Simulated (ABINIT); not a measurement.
Runs of ABINIT 10.8.3 (patched build) on KTaO3. The structure is cubic, space group Pm-3m (No. 221). The conventional cell has a = 3.988 Å, b = 3.988 Å, c = 3.988 Å, α = 90.00°, β = 90.00°, γ = 90.00°. Around Ta (site symmetry m-3m) lie 6 O at 1.99 Å. K (site symmetry m-3m) has 12 O at 2.82 Å as nearest neighbours. O (site symmetry 4/mmm) is surrounded by 2 Ta at 1.99 Å. 

```tsv
task	level	potentials or basis	k mesh	gap on the mesh (eV)	pressure (GPa)	V0 of scaled cells (Å³/atom)	B0 (GPa)
band structure	LDA	JTH PAW LDA v2.0	7 × 7 × 7	2.09	-6.2	-	-
single point	PBE	JTH PAW PBE v2.0	9 × 9 × 9	2.22	5.5	-	-
equation of state	PBE	JTH PAW PBE v2.0	7 × 7 × 7	-	-	13.06	(a)
equation of state	LDA	JTH PAW LDA v2.0	7 × 7 × 7	-	-	12.33	(b)
band structure	AM05	JTH PAW PBE v2.0	7 × 7 × 7	(c)	0.6	-	-
band structure	RPBE	JTH PAW PBE v2.0	7 × 7 × 7	2.29	9.9	-	-
band structure	rPW86PBE	JTH PAW PBE v2.0	7 × 7 × 7	2.30	9.5	-	-
band structure	HCTH407	JTH PAW PBE v2.0	7 × 7 × 7	2.29	5.5	-	-
```

Alike in all rows: no spin polarisation; cell as given; cutoff (eV) 626; smearing fermi-dirac 0.05 eV.

Problem. Estimate the missing entries.

Solution. (a) 188; (b) 218; (c) 2.15.

Caveats: spin-orbit coupling is left out, which moves the levels of the heavy elements (some runs); the PAW data sets were made with another functional, which shifts forces and pressure a little (some runs); pressures at fixed basis lie under the slope of the energies (some runs); an odd mesh through Γ misses points on the zone boundary, where band edges often lie (some runs).

A k mesh can miss the band edges, and the runs leave out spin-orbit coupling on Ta.

Not every run made on this cell is shown here.
